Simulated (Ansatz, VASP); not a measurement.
Given: the input of a run of Ansatz 0.2.0 on ZnS (Wurtzite-4H).

The input input.yaml:

```yaml
crystal:
  lattice:
    - [3.8227, 0.0, 0.0]
    - [-1.91135, 3.310555311, 0.0]
    - [0.0, 0.0, 12.52]
  atoms:
    - { symbol: Zn, position: [0.6666666667, 0.3333333333, 0.75] }
    - { symbol: Zn, position: [0.3333333333, 0.6666666667, 0.25] }
    - { symbol: Zn, position: [0.0, 0.0, 0.5] }
    - { symbol: Zn, position: [0.0, 0.0, 0.0] }
    - { symbol: S, position: [0.6666666667, 0.3333333333, 0.9375] }
    - { symbol: S, position: [0.3333333333, 0.6666666667, 0.4375] }
    - { symbol: S, position: [0.0, 0.0, 0.6875] }
    - { symbol: S, position: [0.0, 0.0, 0.1875] }
hamiltonian:
  xc: pbe
  pseudopotentials: { kind: paw }
kpoints:
  mp_grid: { grid: [8, 8, 3] }
scf:
  occupations: { method: gaussian, width: 0.012 }
output:
  forces: true
  stress: true
  eigenvalues: true
```

Potentials or basis: Ansatz PAW.

Launch:

```sh
$ ansatz run input.yaml --threads 4 --pin off --max-ram 11264MiB --backend cpu --events-out ev --progress --plain --runs-dir out
```

Task: Translate it to VASP 6.6.1. Potentials there: VASP PAW PBE potentials, release 64 (Zn, S).

Result: As run (the cutoff follows the program's own potentials):

INCAR

```
SYSTEM = ZnS
PREC = Accurate
ENCUT = 520
EDIFF = 1E-6
ISMEAR = 0
SIGMA = 0.012
LREAL = .False.
LASPH = .True.
NELM = 60
ALGO = Normal
ISIF = 2
LWAVE = .False.
LCHARG = .False.
GGA = PE
```

The input KPOINTS:

```
Automatic mesh
0
Gamma
  8 8 3
  0 0 0
```

Contents of POSCAR:

```
ZnS
1.0
    3.8227000000      0.0000000000      0.0000000000
   -1.9113500000      3.3105553110      0.0000000000
    0.0000000000      0.0000000000     12.5200000000
Zn S
4 4
Direct
    0.6666666667      0.3333333333      0.7500000000
    0.3333333333      0.6666666667      0.2500000000
    0.0000000000      0.0000000000      0.5000000000
    0.0000000000      0.0000000000      0.0000000000
    0.6666666667      0.3333333333      0.9375000000
    0.3333333333      0.6666666667      0.4375000000
    0.0000000000      0.0000000000      0.6875000000
    0.0000000000      0.0000000000      0.1875000000
```

Potentials or basis: VASP PAW PBE potentials, release 64 (Zn, S).

The run is started by

```sh
$ cat potpaw_PBE.64/Zn/POTCAR potpaw_PBE.64/S/POTCAR > POTCAR
$ mpirun -np 1 vasp_std > vasp.out
```

Both were run:

|  | VASP | Ansatz | Ansatz less VASP |
| --- | --- | --- | --- |
| gap on the k mesh at the Fermi level (eV) | 2.13 | 2.13 | -0.005 |
| least direct gap on the mesh (eV) | 2.13 | 2.13 | -0.005 |
| pressure (GPa) | 1.5 | 1.3 | -0.16 |
| largest component of the traceless stress (GPa) | 0.09 | 0.09 | +0.003 |
| rms of the force components (eV/Å) | 0.015 | 0.015 | -0.0002 |

Atom by atom the forces differ by 0.000 eV/Å (rms over components).

Caveats: an odd mesh through Γ misses points on the zone boundary, where band edges often lie (VASP); odd divisions of the mesh miss points on the zone boundary, where band edges often lie, so the gap on the mesh can be too wide (Ansatz).
